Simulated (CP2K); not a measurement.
TePb under changes of volume

One of the cells (32.055 Å³/atom); the others are scaled copies at fixed shape and fractional positions:

```
Pb Te
1.0
     4.00229    0.00000    0.00000
     0.00000    4.00229    0.00000
     0.00000    0.00000    4.00229
Pb Te
1 1
Direct
  0.00000 0.00000 0.00000
  0.50000 0.50000 0.50000
```

Measurements of this composition are mostly on another form, of space group No. 225.

```yaml
Program: CP2K 2026.2
Functional: PBEsol
Potentials_or_basis: POTENTIAL_UZH Pb GTH-PBE-q4, Te GTH-PBE-q6; TZVP-MOLOPT-PBE-GTH basis
Density_cutoff: 6123 eV
k_mesh: 7 × 7 × 7
Occupations: fermi-dirac, width 0.01 eV
Spin: no spin polarisation
```

```tsv
volume (Å³/atom)	energy over the lowest point (meV/atom)	pressure (GPa)
30.132	8.64	2.2
30.773	2.12	1.1
31.414	0.00	0.1
32.055	1.16	-0.6
32.696	5.26	-1.4
33.337	12.26	-2.1
33.978	?	?
```

Q: What does the run at 33.978 Å³/atom give?

A: Energy over the lowest point 21.86 meV/atom; pressure -2.7 GPa.

Worked out: A Birch-Murnaghan fit of order 3 (a polynomial in V^(-2/3)) to the other rows has its minimum at 31.50 Å³/atom with B0 = V·E''(V) = 42 GPa and B' = 6.2. It gives 21.35 meV/atom at 33.978 Å³/atom, against the run's 21.86, and -dE/dV = -2.5 GPa, against -2.7.

Energies are extrapolated to zero smearing.

Caveats: the potentials were made for another functional, which shifts forces and pressure; the basis of atomic orbitals isn't converged, which shifts pressures, moduli and gaps.
